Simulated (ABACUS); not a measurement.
## PbO (Litharge): single point with r2SCAN

Crystal: PbO (Litharge).

```
Pb O
1.0
     3.99000    0.00000    0.00000
     0.00000    3.99000    0.00000
     0.00000    0.00000    5.01000
Pb O
2 2
Direct
  0.50000 0.00000 0.76000
  0.00000 0.50000 0.24000
  0.50000 0.50000 0.00000
  0.00000 0.00000 0.00000
```

```json
{"Program": "ABACUS 3.10.1", "Task": "single point", "Functional": "r2SCAN", "Potentials or basis": "SG15 ONCV 1.2 PBE", "Cutoff": "1361 eV", "Density cutoff": "5442 eV", "Basis": "DZP LCAO (the cutoffs set its grid)", "k mesh": "5 × 5 × 4", "Occupations": "fermi-dirac, width 0.05 eV", "Spin": "no spin polarisation", "Radial cutoff of the potentials (pseudo_rcut)": "7 bohr", "Orbital files": "Pb Pb_confined-atom_8au_2s2p2d.orb, O O_confined-atom_6au_2s2p1d.orb", "SCF threshold on the density": "1e-07", "Max SCF steps": "100", "Eigensolver": "genelpa", "Mixing": "broyden", "Mixing share": "0.7", "Symmetry key": "1", "Bands": "30"}
```

```
Pressure               : 2.9 GPa
Largest force          : 0.274 eV/Å
Band gap on the k mesh : 2.05 eV, indirect (least direct gap 2.57 eV)
Mulliken charges       : Pb +0.87; O -0.87 e
```

Forces in eV/Å, atoms in the order of the input:
```
Pb   0.000  0.000 -0.274
Pb   0.000  0.000  0.274
O    0.000  0.000  0.000
O    0.000  0.000  0.000
```

Stress tensor (GPa, compression positive):
```
3.53 0.00 0.00
0.00 3.53 0.00
0.00 0.00 1.69
```

Levels at points of the mesh, in eV from the valence-band top:
```
           k point  band 17  band 18  band 19  band 20  band 21  band 22  band 23  band 24
(0.00, 0.00, 0.00)    -1.45    -1.41    -1.41     0.00     2.60     5.94     6.05     6.05
(0.00, 0.00, 0.50)    -1.50    -1.45    -1.45    -0.76     2.19     4.35     4.35     4.62
```

Run time: 31 s on 4 MPI ranks on Intel(R) Xeon(R) Platinum 8259CL CPU @ 2.50GHz (Skylake/Cascade Lake), on a shared host, peak memory 0.44 GiB a rank.

Caveat: the atomic orbitals were generated for these runs and aren't a published set; Mulliken charges move with the basis; the potentials were made for another functional, which shifts forces and pressure; spin-orbit coupling is left out, which as a rule narrows the gap of such compounds by several tenths of an eV; an odd mesh through Γ misses points on the zone boundary, where band edges often lie; the basis of atomic orbitals isn't converged, which shifts pressures, moduli and gaps. r2SCAN opens gaps a little over a GGA but as a rule still falls short of measured ones.
